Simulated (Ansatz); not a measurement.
# Os (beta tin type): a single-point run

Aim: a sound single-point run of Os (beta tin type). The structure is shown as the input types it.

Program: Ansatz 0.2.0. Level of theory: DFT, PBE, all-electron LAPW, scalar-relativistic. These are calculated values, not measurements.

4 further runs of the same task are left out: 4 that didn't finish. Runs told in other sessions of the task aren't counted.

## 1. The structure to begin with

Symmetry: I4_1/amd, No. 141, tetragonal system. Conventional cell: a = 4.811 Å, b = 4.811 Å, c = 2.655 Å, α = 90.00°, β = 90.00°, γ = 90.00°. Os (site symmetry -4m2) has 6 Os at 2.50 to 2.66 Å in its first shell of neighbours.

Structure file:

```
Os
1.0
    -2.40531    2.40531    1.32764
     2.40531   -2.40531    1.32764
     2.40531    2.40531   -1.32764
Os
2
Direct
  0.62500 0.87500 0.75000
  0.37500 0.12500 0.25000
```

## 2. The calculation

Contents of input.yaml:

```yaml
crystal:
  lattice:
    - [-1.8242446563, 1.8242446563, 0.9718323282]
    - [1.8242446563, -1.8242446563, 0.9718323282]
    - [1.8242446563, 1.8242446563, -0.9718323282]
  atoms:
    - { symbol: Os, position: [-0.375, -0.125, -0.25] }
    - { symbol: Os, position: [0.375, 0.125, 0.25] }
kpoints:
  mp_grid: { grid: [16, 16, 16] }
  band_path:
    path:
      - [0.0, 0.0, 0.0]
      - [0.0, 0.0, 0.5]
      - [-0.5, 0.5, 0.5]
      - [0.0, 0.0, 0.0]
      - [0.3209506742, 0.3209506742, -0.3209506742]
      - [-0.3209506742, 0.6790493258, 0.3209506742]
      - [-0.5, 0.5, 0.5]
      - [0.0, 0.0, 0.5]
      - [0.25, 0.25, 0.25]
    npoints: 8
scf:
  occupations: { method: fermi_dirac, width: 0.1 }
hamiltonian:
  xc: pbe
  pseudopotentials: { kind: all_electron, lapw: { basis_error: 0.001 } }
output:
  forces: true
  stress: true
  eigenvalues: true
  populations: true
  dos: { projected: true, de: 0.2, e_range: [-14, 8] }
```

Launch:

```
ansatz run input.yaml --threads 1 --pin off --max-ram 2048MiB --backend cpu --events-out ev --progress --plain --runs-dir out
```

What happens when this is run?

Nothing was computed: the input was turned down at the start.

The structure is squeezed far below its natural size. The shortest distance in the input is 1.89 Å, between atoms 1 (Os) and 2 (Os).

Fix: use the intended lattice or bond lengths.
